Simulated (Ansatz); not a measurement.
Ni: how the free axis answers a strain

Ni, Fm-3m, a = 3.519 Å. Ansatz: PBE, PAW, 420 eV, Γ-centred 20×20×14 mesh on 2 atoms, Gaussian smearing 0.10 eV; collinear spin, largest moment 0.7 μB. Series: biaxial strain in the a-b plane, c and atoms relaxed; x is the strain in per cent. The axes a, b, c are those of the computed cell (2.488, 2.488, 3.519 Å), along [1 1 0], [-1 1 0], [0 0 1] of the cell named above. y is the change of c in per cent of 3.519 Å.

| x (%) | y (%) |
| --- | --- |
| -3.0 | 3.28 |
| -2.0 | 2.20 |
| -1.0 | ? |
| 0.0 | 0.00 |
| 1.0 | -1.14 |
| 2.0 | -2.32 |

**Question.** Fit y = c1 x + c2 x² to the other rows, say what c1 measures, and predict the missing y.

**Answer.** Least squares on the rows shown. y = −1.131 x − 0.01331 x². With no stress along c, c1 = −2C12/C11 = -1.131. At x = -1.0 the fit asked for gives 1.12 %. The run gave 1.10 %, so the fit is 0.02 % too high, a small miss on the scale of the series.